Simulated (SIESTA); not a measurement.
# BaTiO3 under changes of volume

One of the cells (12.840 Å³/atom); the others are scaled copies at fixed shape and fractional positions:

```
Ba Ti O
1.0
     2.82737    1.63238    2.31839
    -2.82737    1.63238    2.31839
     0.00000   -3.26476    2.31839
Ba Ti O
1 1 3
Direct
  0.00000 0.00000 0.00000
  0.48450 0.48450 0.48450
  0.50860 0.01750 0.50860
  0.01750 0.50860 0.50860
  0.50860 0.50860 0.01750
```

```yaml
Program: SIESTA 5.4.2
Functional: PBEsol
Potentials_or_basis: PseudoDojo 0.4 standard (PBEsol files)
Basis: DZP (energy shift 0.003 Ry; two zetas on semicore shells; d shell added on Ba)
Grid_cutoff: 800 Ry
Energy_shift: 0.003 Ry
k_mesh: 5 × 5 × 5
Occupations: fermi-dirac, width 0.05 eV
Spin: no spin polarisation
```

```csv
volume (Å³/atom),energy over the lowest point (meV/atom),pressure (GPa),gap on the mesh (eV),largest force (eV/Å)
12.070,?,?,?,?
12.327,15.30,8.9,2.52,0.644
12.583,4.46,4.7,2.47,0.417
12.840,0.00,1.0,2.41,0.189
13.097,1.22,-2.4,2.36,0.114
13.354,7.53,-5.4,2.31,0.205
13.611,18.36,-8.1,2.26,0.383
```

**Question.** What does the run at 12.070 Å³/atom give?

**Answer.** Energy over the lowest point 33.22 meV/atom; pressure 13.5 GPa; gap on the mesh 2.57 eV; largest force 0.885 eV/Å.

Worked out: A Birch-Murnaghan fit of order 3 (a polynomial in V^(-2/3)) to the other rows has its minimum at 12.91 Å³/atom with B0 = V·E''(V) = 173 GPa and B' = 4.9 at fixed shape and positions, which overstates the stiffness. It gives 33.37 meV/atom at 12.070 Å³/atom, against the run's 33.22, and -dE/dV = 13.7 GPa, against 13.5. A straight line through the other rows of the gap, of slope -2.64 eV per unit of ln V, extrapolates to 2.58 eV, against the run's 2.57.

Energies are extrapolated to zero smearing.

Caveats: this set's barium file shifts pressures by up to 1 GPa against other sets; spin-orbit coupling is left out, which moves the levels of the heavy elements; an odd mesh through Γ misses points on the zone boundary, where band edges often lie; the basis of atomic orbitals isn't converged, which shifts pressures, moduli and gaps.
